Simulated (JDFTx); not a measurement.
Zr:

```
CELL_PARAMETERS angstrom
3.23200 0.00000 0.00000
-1.61600 2.79899 0.00000
0.00000 0.00000 5.14700
ATOMIC_POSITIONS crystal
Zr 0.66667 0.33333 0.75000
Zr 0.33333 0.66667 0.25000
```

Base run:

| Item | Value |
| --- | --- |
| Program | JDFTx 1.7.0 (patched build) |
| Functional | PBE |
| Potentials or basis | PseudoDojo-SR-PBE-0.5-standard with smoothed tails |
| Cutoff | 898 eV |
| Density cutoff | 7184 eV |
| k mesh | 9 × 9 × 5 |
| Occupations | fermi-dirac, width 0.05 eV |
| Spin | no spin polarisation |

Its results: band gap on the k mesh none (metal or under the smearing width); pressure 0.5 GPa.

Question: The run is repeated on the same cell with these changes: functional from PBE to BLYP. What comes out?

Answer: Band gap on the k mesh none (metal or under the smearing width); pressure 3.7 GPa.

BLYP binds less tightly than PBE, so the same cell stands under more pressure.

Caveats: the empty levels aren't tightly converged (some runs); the potentials were made for another functional, which shifts forces and pressure (some runs).

Not every run made on this cell is shown here.
